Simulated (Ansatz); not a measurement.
**TaN under changes of volume**

One of the cells (10.813 Å³/atom); the others are scaled copies at fixed shape and fractional positions:

```
Ta N
1.0
     0.00000    2.21132    2.21132
     2.21132    0.00000    2.21132
     2.21132    2.21132    0.00000
Ta N
1 1
Direct
  0.50000 0.50000 0.50000
  0.00000 0.00000 0.00000
```

The cell comes from a database or a generator and needn't be the stable form of this composition.

- Program: Ansatz 0.2.0
- Functional: PBE0
- Potentials or basis: Ansatz PAW
- Cutoff: 420 eV (not typed: the program's choice for these potentials)
- k mesh: 6 × 6 × 6
- Occupations: fermi-dirac, width 0.05 eV
- Spin: no spin polarisation

```tsv
volume (Å³/atom)	energy over the lowest point (meV/atom)	pressure (GPa)
10.164	14.30	13.7
10.381	1.64	5.2
10.597	0.00	-2.5
10.813	?	?
11.030	24.87	-15.5
11.246	49.71	-21.0
11.462	81.27	-25.9
```

Question: What does the run at 10.813 Å³/atom give?

Answer: Energy over the lowest point 8.10 meV/atom; pressure -9.4 GPa.

Worked out: A Birch-Murnaghan fit of order 3 (a polynomial in V^(-2/3)) to the other rows has its minimum at 10.52 Å³/atom with B0 = V·E''(V) = 366 GPa and B' = 4.4. It gives 8.04 meV/atom at 10.813 Å³/atom, against the run's 8.10, and -dE/dV = -9.3 GPa, against -9.4.

Energies are extrapolated to zero smearing.

Caveats: all runs use coarse meshes; the PAW data sets come from PBE, with cores solved anew for the run's functional, which leaves a small shift of forces and pressure; the thresholds are loose for stress.
